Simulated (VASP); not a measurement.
## VASP inputs for CdSe (zincblende)

INCAR

```
LREAL = .FALSE.
LASPH = .TRUE.
NBANDS = 16
ENCUT = 520
LWAVE = .FALSE.
NSW = 0
PREC = Accurate
ALGO = Normal
ISIF = 2
NELM = 120
METAGGA = R2SCAN
LCHARG = .FALSE.
ISMEAR = 0
IBRION = -1
EDIFF = 1E-7
SIGMA = 0.01
```

KPOINTS

```
KPOINTS created by Atomic Simulation Environment
0
Gamma
8 8 8
0 0 0
```

KPOINTS_OPT

```
special points
6
Reciprocal
0.0000000000 0.0000000000 0.0000000000 1
-0.5000000000 -0.5000000000 0.0000000000 1
-0.3750000000 -0.3750000000 0.2500000000 1
-0.3750000000 0.0000000000 0.3750000000 1
0.0000000000 0.0000000000 0.5000000000 1
-0.5000000000 -0.2500000000 0.2500000000 1
```

POSCAR

```
Cd Se
 1.0000000000000000
     0.0000000000000000    3.0677809641852400    3.0677809641852400
     3.0677809641852400    0.0000000000000000    3.0677809641852400
     3.0677809641852400    3.0677809641852400    0.0000000000000000
 Cd  Se
   1   1
Cartesian
  0.0000000000000000  0.0000000000000000  0.0000000000000000
  1.5338904820926200  1.5338904820926200  1.5338904820926200
```

VASP ran with the recommended PBE PAW datasets (18 valence electrons in the cell).

Problem. Predict the results.

Solution. gap between bands v and c 1.03 eV; least direct gap 1.03 eV; pressure 0.2 GPa.

Band v is the last that the valence electrons fill when counted band by band, and c is the next. Levels in eV from the top of v:

```json
{"point": "Γ", "v−1": "0.00", "v": "0.00", "c": "1.03", "c+1": "6.47"}
{"point": "X", "v−1": "-1.80", "v": "-1.80", "c": "3.50", "c+1": "4.13"}
{"point": "K", "v−1": "-2.45", "v": "-1.47", "c": "4.09", "c+1": "5.51"}
{"point": "L", "v−1": "-0.72", "v": "-0.72", "c": "2.83", "c+1": "6.92"}
{"point": "W", "v−1": "-2.18", "v": "-2.13", "c": "5.42", "c+1": "5.51"}
```
